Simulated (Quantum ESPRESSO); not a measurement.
## MgSi: equation of state with PBEsol

MgSi:

```
CELL_PARAMETERS angstrom
2.90839 0.00000 0.00000
0.00000 2.90839 0.00000
0.00000 0.00000 4.10343
ATOMIC_POSITIONS crystal
Si 0.50000 0.50000 0.50000
Mg 0.00000 0.00000 0.00000
```

The cell comes from a database or a generator and needn't be the stable form of this composition.

```yaml
Program: Quantum ESPRESSO 7.5
Task: equation of state
Functional: PBEsol
Potentials_or_basis: GBRV 1.5 PBEsol
Cutoff: 612 eV
Density_cutoff: 4898 eV
k_mesh: 9 × 9 × 7
Occupations: fermi-dirac, width 0.05 eV
Spin: no spin polarisation
Mixing_beta: 0.5
Most_SCF_iterations: 120
SCF_threshold: 4e-10 Ry
```

```
Equilibrium volume                        : 16.94 Å³/atom
Bulk modulus at fixed shape and positions : 66 GPa
Pressure derivative of the bulk modulus   : 4.1
```

Energy against volume, from the lowest point:
```tsv
volume (Å³/atom)	energy (meV/atom)
16.314	4.97
16.661	0.89
17.008	0.00
17.355	1.99
17.702	6.57
18.049	13.49
18.396	22.51
```

All runs of the series together: 49 s on 2 threads of Intel(R) Xeon(R) 6975P-C (Granite Rapids), on a shared host.

Caveat: the cell was scaled at fixed shape and fractional positions, which overstates the stiffness of a crystal with free parameters, most of all of layers and chains.
